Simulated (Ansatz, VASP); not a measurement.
## One calculation of GaN, two programs

The input INCAR:

```
SYSTEM = GaN
ALGO = Normal ; EDIFF = 1E-6
ENCUT = 520 ; GGA = PE
ISIF = 2 ; ISMEAR = -1
LASPH = .True. ; LCHARG = .True.
LELF = .True. ; LREAL = .False.
LVHAR = .True. ; LWAVE = .False.
NBANDS = 16 ; NELM = 100
PREC = Accurate ; SIGMA = 0.02
```

KPOINTS

```
k-points
0
Gamma
  10 10 10
  0 0 0
```

File POSCAR:

```
GaN
1.0
    0.0000000000      2.2489526313      2.2489526313
    2.2489526313      0.0000000000      2.2489526313
    2.2489526313      2.2489526313      0.0000000000
Ga N
1 1
Direct
    0.0000000000      0.0000000000      0.0000000000
    0.7500000000      0.7500000000      0.7500000000
```

Input for Ansatz:

```yaml
crystal:
  lattice:
    - [0.0, 2.2489526313, 2.2489526313]
    - [2.2489526313, 0.0, 2.2489526313]
    - [2.2489526313, 2.2489526313, 0.0]
  atoms:
    - { symbol: Ga, position: [0.0, 0.0, 0.0] }
    - { symbol: "N", position: [0.75, 0.75, 0.75] }
kpoints:
  mp_grid: { grid: [10, 10, 10] }
  band_path:
    path:
      - [[0.0, 0.0, 0.0], [-0.5, -0.5, -5.81106207037e-34], [-0.375, -0.375, 0.25]]
      - [[-0.375, -3.211643690662e-17, 0.375], [0.0, 0.0, 0.0], [-8.164815678841e-18, -8.164815678841e-18, 0.5], [-0.5, -0.25, 0.25], [-0.5, -0.5, -5.81106207037e-34]]
    npoints: 10
hamiltonian:
  xc: pbe
scf:
  occupations: { method: fermi_dirac, width: 0.02 }
  n_extra_bands: 4
output:
  forces: true
  stress: true
  eigenvalues: true
```

The cell is a database's computed one.

Alike in both runs: task single point; functional PBE; k mesh 10 × 10 × 10; occupations fermi-dirac, width 0.02 eV; no spin polarisation.

|  | VASP | Ansatz |
| --- | --- | --- |
| version | VASP 6.6.1 | Ansatz 0.2.0 |
| potentials or method | VASP PAW PBE potentials, release 64 (Ga_d, N) | plane waves, PAW |
| plane-wave cutoff (eV) | 520 | 420 |
| valence electrons in the cell | 18 | 18 |

```csv
,VASP,Ansatz,Ansatz less VASP
gap on the k mesh at the Fermi level (eV),1.76,1.76,-0.008
pressure (GPa),6.3,6.2,-0.06
```

A hybrid or GW would open this gap; PBE tends to underestimate it.
